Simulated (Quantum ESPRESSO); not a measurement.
# Na in Quantum ESPRESSO: convergence with k mesh

Input of the first run (k mesh 1 × 1 × 1); the others differ in this setting and in those tied to it:

The input pw.in:

```
&CONTROL
  calculation = 'scf'
  prefix = 'pwscf'
  outdir = './tmp'
  pseudo_dir = './pseudo'
  tprnfor = .true.
  tstress = .true.
  disk_io = 'nowf'
/
&SYSTEM
  ibrav = 0
  nat = 1
  ntyp = 1
  ecutwfc = 55
  ecutrho = 440
  nbnd = 10
  occupations = 'smearing'
  smearing = 'mp'
  degauss = 0.00734986
/
&ELECTRONS
  conv_thr = 2d-10
  electron_maxstep = 120
  mixing_beta = 0.5
/
ATOMIC_SPECIES
Na    22.9898 na_pbe_v1.5.uspp.F.UPF
CELL_PARAMETERS angstrom
  -2.1410000000    2.1410000000    2.1410000000
   2.1410000000   -2.1410000000    2.1410000000
   2.1410000000    2.1410000000   -2.1410000000
ATOMIC_POSITIONS crystal
Na     0.0000000000    0.0000000000    0.0000000000
K_POINTS automatic
1 1 1 0 0 0
```

Potentials or basis: SSSP 1.3 efficiency PBE.

Launch:

```sh
$ OMP_NUM_THREADS=1 pw.x -in pw.in > pw.out
```

Hardware: 1 thread of Arm Neoverse V1, with other jobs on the host.

**Question.** The values tried are 1 × 1 × 1, 3 × 3 × 3, 4 × 4 × 4, 5 × 5 × 5, 7 × 7 × 7, 8 × 8 × 8, 9 × 9 × 9, 11 × 11 × 11, 13 × 13 × 13, loosest first. From which on does the pressure stay within 0.1 GPa of the tightest run that finished?

**Answer.** From 5 × 5 × 5 on.

```csv
k mesh,"energy less the tightest run, at zero smearing (meV/atom)",pressure (GPa),SCF cycles,CPU time (s),peak memory (GiB)
1 × 1 × 1,-1863.89,-4.55,8,2.5,0.12
3 × 3 × 3,-137.56,-0.73,7,3.1,0.12
4 × 4 × 4,113.23,-0.11,7,4.1,0.12
5 × 5 × 5,6.94,-0.38,7,4.6,0.12
7 × 7 × 7,-1.56,-0.40,7,7,0.13
8 × 8 × 8,9.05,-0.38,7,9.2,0.13
9 × 9 × 9,-5.93,-0.41,7,11,0.13
11 × 11 × 11,-3.94,-0.41,7,16,0.14
13 × 13 × 13,0.00,-0.40,7,23,0.14
```

Not settled before the last step: the energy (to 1 meV/atom). Meshes of other sizes hit other points, so gaps and Fermi surfaces needn't settle smoothly. The tightest run that finished is the yardstick and may itself not be fully converged.
